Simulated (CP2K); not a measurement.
## GaP: band structure with PBE

**Experimental background.**

“Stacking defects in GaP nanowires: Electronic structure and optical properties”, 2018, arxiv:1810.01194 quotes, for a bulk crystal of GaP at 10 K: band gap 2.34 eV (indirect).

GaP:

```
Ga P
1.0
     3.85409    0.00000    0.00000
     1.92704    3.33774    0.00000
     1.92704    1.11258    3.14685
Ga P
1 1
Direct
  0.00000 0.00000 0.00000
  0.75000 0.75000 0.75000
```

* Program: CP2K 2026.2
* Task: band structure
* Functional: PBE
* Potentials or basis: GTH_POTENTIALS Ga GTH-PBE-q13, P GTH-PBE-q5; SZV-MOLOPT-SR-GTH basis
* Density cutoff: 6123 eV
* k mesh: 8 × 8 × 8
* Occupations: fermi-dirac, width 0.05 eV
* Spin: no spin polarisation
* SCF solver: diagonalisation with k points
* Quickstep method: GPW
* EPS_DEFAULT: 1.0E-9
* EPS_SCF: 1.0E-6
* MAX_SCF: 100
* SCF_GUESS: ATOMIC
* k points reduced by the point group: yes
* Mesh centred on Gamma: yes
* CHOLESKY: OFF
* EPS_EIGVAL: 1.0E-7
* MIXING METHOD: BROYDEN_MIXING
* MIXING ALPHA: 0.4
* NBUFFER: 8
* NGRIDS: 4
* Basis sets: Ga SZV-MOLOPT-SR-GTH-q13, P SZV-MOLOPT-SR-GTH-q5
* Potentials: Ga GTH-PBE-q13 of GTH_POTENTIALS, P GTH-PBE-q5 of GTH_POTENTIALS
* ADDED_MOS: [4]
* Points a segment of the path (NPOINTS): 6
* Bands added on the path: 4
* REL_CUTOFF (Ry): 60 Ry
* MIXING BETA (1/bohr): 1.5 1/bohr
* CUTOFF of the grids: 450 Ry

| Item | Value |
| --- | --- |
| Pressure | 7.0 GPa |
| Band gap on the k mesh | 2.17 eV, direct |
| Band gap along the path | 2.17 eV, direct |
| Mulliken charges | Ga +0.25; P -0.25 e |

Levels at the corners of the path, in eV from the valence-band top:
```tsv
point	band 6	band 7	band 8	band 9	band 10	band 11	band 12	band 13
Γ	-12.78	0.00	0.00	0.00	2.17	5.17	5.17	5.17
X	-9.81	-7.04	-3.03	-3.03	4.68	5.04	11.60	11.61
W	-9.71	-6.82	-3.88	-3.74	6.67	8.29	8.77	11.23
K	-9.84	-6.83	-4.28	-2.55	4.96	7.71	10.30	11.06
Γ	-12.78	0.00	0.00	0.00	2.17	5.17	5.17	5.17
L	-10.71	-6.98	-1.32	-1.32	2.96	7.41	7.41	12.02
U	-9.84	-6.83	-4.28	-2.55	4.96	7.71	10.30	11.06
W	-9.71	-6.82	-3.88	-3.74	6.67	8.29	8.77	11.23
L	-10.71	-6.98	-1.32	-1.32	2.96	7.41	7.41	12.02
K	-9.84	-6.83	-4.28	-2.55	4.96	7.71	10.30	11.06
U	-9.84	-6.83	-4.28	-2.55	4.96	7.71	10.30	11.06
X	-9.81	-7.04	-3.03	-3.03	4.68	5.04	11.60	11.61
```

It took 8.3 s on 1 thread of Arm Neoverse V1, with other jobs on the host, peak memory 0.24 GiB.

Measured gap of GaP: 2.34 eV (indirect; 10 K; quoted in “Stacking defects in GaP nanowires: Electronic structure and optical properties”, 2018, arxiv:1810.01194). This calculation gives 2.17 eV (-0.17 eV). Spin-orbit coupling on Ga is left out. The value is that of PBE in an atomic basis (GTH_POTENTIALS Ga GTH-PBE-q13, P GTH-PBE-q5; SZV-MOLOPT-SR-GTH basis), whose error adds to the functional's,, without temperature or zero-point motion. Semilocal functionals fall short of measured gaps as a rule.

Caveat: a minimal basis gives rough bond lengths, pressures and levels; Mulliken charges move with the basis; the basis of atomic orbitals isn't converged, which shifts pressures, moduli and gaps.
